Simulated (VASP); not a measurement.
# Settings for MgI₂: self-consistent run

MgI₂, P-3m1 (no. 164), 3 atoms in the cell. PBE; PAW potentials I, Mg (PBE set). VASP 6.6.1.

Wanted: levels at the zone centre within 0.01 eV.

What the run is for: levels; Accuracy asked: standard.

Levels at the zone centre: counted from the valence top at that point.

POSCAR:
```
MgI2
1.0
    4.1400000000      0.0000000000      0.0000000000
   -2.0700000000      3.5853451717      0.0000000000
    0.0000000000      0.0000000000      6.8800000000
I Mg
2 1
Direct
    0.6666666667      0.3333333333      0.7500000000
    0.3333333333      0.6666666667      0.2500000000
    0.0000000000      0.0000000000      0.0000000000
```

The series start from Plane-wave cutoff (eV): 260; k-point mesh: 6 × 6 × 4; Precision mode (PREC): Accurate; Electronic threshold (eV): 1e-6; Bands in all (NBANDS): 19; Aspherical gradient terms in the spheres (LASPH): yes; Electronic algorithm: ALGO=Normal; Support grid and gradient cutoff: ADDGRID=False GGA_COMPAT=False; Density mixing: defaults. Each series keeps the choices made before it, and each single choice may use up half of a tolerance.

## Plane-wave cutoff (eV)

| Plane-wave cutoff (eV) | Levels at the zone centre, largest deviation (eV) | SCF iterations | Time (s) |
|---|---|---|---|
| 160 | 0.006 | 12 | 5.0 |
| 200 | 0.001 | 12 | 5.6 |
| 230 | 0.001 | 12 | 6.8 |
| 260 | 0.000 | 12 | 8.7 |
| 300 | 0.000 | 12 | 9.8 |
| 350 | 0.000 | 12 | 13 |
| 420 | 0.000 | 12 | 15 |
| 520 | 0.000 | 12 | 21 |
| 600 (reference) | 0.000 | 12 | 27 |

Chosen: 200, the loosest value from which every tighter one stays within half of the tolerance.

## k-point mesh

| k-point mesh | Levels at the zone centre, largest deviation (eV) | SCF iterations | Time (s) |
|---|---|---|---|
| 2 × 2 × 1 | 0.043 | 13 | 2.6 |
| 3 × 3 × 2 | 0.012 | 12 | 3.1 |
| 4 × 4 × 2 | 0.003 | 12 | 3.4 |
| 5 × 5 × 3 | 0.001 | 12 | 3.9 |
| 6 × 6 × 4 | 0.000 | 12 | 5.6 |
| 8 × 8 × 4 | 0.000 | 12 | 7.3 |
| 10 × 10 × 5 | 0.000 | 12 | 11 |
| 12 × 12 × 7 (reference) | 0.000 | 12 | 19 |

Chosen: 4 × 4 × 2.

## Precision mode (PREC)

| Precision mode (PREC) | Levels at the zone centre, largest deviation (eV) | SCF iterations | Time (s) |
|---|---|---|---|
| SingleN | 0.007 | 12 | 2.4 |
| Normal | 0.000 | 12 | 2.6 |
| Single | 0.002 | 12 | 3.0 |
| Accurate (reference) | 0.000 | 12 | 3.4 |

Chosen: Normal.

## Electronic threshold (eV)

| Electronic threshold (eV) | Levels at the zone centre, largest deviation (eV) | SCF iterations | Time (s) |
|---|---|---|---|
| 0.001 | 0.000 | 9 | 2.0 |
| 0.0001 | 0.001 | 10 | 2.2 |
| 1e-5 | 0.000 | 11 | 2.3 |
| 1e-6 | 0.000 | 12 | 2.6 |
| 1e-7 | 0.000 | 13 | 2.7 |
| 1e-8 (reference) | 0.000 | 17 | 3.5 |

Chosen: 0.001.

## Bands in all (NBANDS)

| Bands in all (NBANDS) | Levels at the zone centre, largest deviation (eV) | SCF iterations | Time (s) |
|---|---|---|---|
| 9 | 0.001 | 9 | 1.7 |
| 10 | 0.001 | 9 | 1.8 |
| 12 | 0.001 | 9 | 1.8 |
| 14 | 0.000 | 9 | 2.0 |
| 19 | 0.000 | 9 | 2.0 |
| 30 (reference) | 0.000 | 9 | 2.4 |

Chosen: 9.

## Aspherical gradient terms in the spheres (LASPH)

| Aspherical gradient terms in the spheres (LASPH) | Levels at the zone centre, largest deviation (eV) | SCF iterations | Time (s) |
|---|---|---|---|
| yes | 0.000 | 9 | 1.7 |
| no | 0.001 | 9 | 0.9 |

Chosen: yes; no would be accurate enough too and is faster here.

## Electronic algorithm

| Electronic algorithm | Levels at the zone centre, largest deviation (eV) | SCF iterations | Time (s) |
|---|---|---|---|
| ALGO=Normal | 0.000 | 9 | 1.7 |
| ALGO=Fast | 0.001 | 10 | 1.9 |
| ALGO=VeryFast | 0.020 | 16 | 1.8 |
| ALGO=All ISEARCH=1 | 0.004 | 10 | 2.7 |
| ALGO=All ISEARCH=0 | 0.004 | 10 | 2.7 |
| ALGO=Damped TIME=0.4 | 0.001 | 13 | 2.5 |
| ALGO=Damped TIME=0.1 | 0.003 | 18 | 3.2 |

Chosen: ALGO=Normal; no other choice that stays within half of the tolerance saves 30 % of the time.

## Support grid and gradient cutoff

| Support grid and gradient cutoff | Levels at the zone centre, largest deviation (eV) | SCF iterations | Time (s) |
|---|---|---|---|
| ADDGRID=False GGA_COMPAT=False | 0.000 | 9 | 1.7 |
| ADDGRID=True GGA_COMPAT=False | 0.000 | 9 | 2.0 |
| ADDGRID=False GGA_COMPAT=True | 0.000 | 9 | 1.7 |

Chosen: ADDGRID=False GGA_COMPAT=False.

## Density mixing

| Density mixing | Levels at the zone centre, largest deviation (eV) | SCF iterations | Time (s) |
|---|---|---|---|
| defaults | 0.000 | 9 | 1.7 |
| AMIX=0.1 | 0.000 | 11 | 2.1 |
| BMIX=0.5 | 0.002 | 9 | 1.8 |
| BMIX=2.0 | 0.003 | 9 | 1.8 |
| MAXMIX=-10 | 0.000 | 9 | 1.7 |
| AMIX=0.4 IMIX=1 | 0.001 | 9 | 1.8 |
| MIXPRE=2 | 0.004 | 8 | 1.6 |

Chosen: defaults.

## All choices together

| Input | Levels at the zone centre, largest deviation (eV) | Time (s) |
|---|---|---|
| the program's defaults (naive) | 0.004 | 1.0 |
| chosen settings | 0.002 | 1.7 |
| reference settings throughout | 0.000 | 206 |

The tolerance is met.

Values of the reference run: Levels at the zone centre: 0, 0, 3.627 eV from the valence top at Gamma.

## The input

INCAR:
```
ADDGRID  = False        
ALGO     = Normal         # electronic algorithm
EDIFF    = 0.001          # SCF threshold, eV
EFERMI   = MIDGAP       
ENCUT    = 200            # plane-wave cutoff, eV
GGA      = PE             # functional
GGA_COMPAT= False        
ISIF     = 2              # what is computed and relaxed
ISMEAR   = 0              # smearing method
LASPH    = True           # aspherical terms in the spheres
LCHARG   = False          # write CHGCAR
LREAL    = False          # projectors in reciprocal space
LWAVE    = False          # write WAVECAR
NBANDS   = 9              # bands
NELM     = 120            # most SCF steps
PREC     = Normal         # precision mode
SIGMA    = 0.03           # smearing width, eV
```

KPOINTS:
```
Automatic mesh
0
Gamma
  4 4 2
  0 0 0
```

Commands:
```
cat potpaw_PBE.64/I/POTCAR potpaw_PBE.64/Mg/POTCAR > POTCAR
mpirun -np 1 vasp_std > vasp.out
```

The naive input happens to agree within the tolerance here, in 1.0 s.

The chosen input took VASP 6.6.1 1.7 s on 1 core (AMD EPYC 9R45 (Zen 5)), a shared host.

## An input that fails: damping step far too long

The electronic loop stops at its limit of 73 steps.

Changes against the starting input:
```
- ALGO = Normal
- NELM = 120
+ ALGO = Damped
+ NELM = 73
+ TIME = 2.0
```
